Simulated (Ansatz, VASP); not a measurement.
# One calculation of ZnSe, two programs

```
CELL_PARAMETERS angstrom
0.00000 2.85257 2.85257
2.85257 0.00000 2.85257
2.85257 2.85257 0.00000
ATOMIC_POSITIONS crystal
Zn 0.00000 0.00000 0.00000
Se 0.25000 0.25000 0.25000
```

Change from the starting cell: volume scaled by 1.02, ions relaxed.

Alike in both runs: functional PBE; k mesh 13 × 13 × 13; occupations fermi-dirac, width 0.02 eV; no spin polarisation.

Ansatz relaxed the structure, and its values are those at the end. VASP's run is a single point on that final structure, the one shown.

|  | VASP | Ansatz |
| --- | --- | --- |
| version | VASP 6.6.1 | Ansatz 0.2.0 |
| potentials or method | VASP PAW PBE potentials, release 64 (Zn, Se) | plane-wave PAW, scalar-relativistic |
| plane-wave cutoff (eV) | 520 | 420 |
| valence electrons in the cell | 18 | 28 |

```csv
,VASP,Ansatz,Ansatz less VASP
gap on the k mesh at the Fermi level (eV),1.21,1.21,-0.002
pressure (GPa),1.1,0.9,-0.23
```

The functional is the same, so the differences come from potentials, cutoffs and numerics. The two sets of potentials don't hold the same shells in valence. Ansatz warned: «stress_scf_threshold_loose».
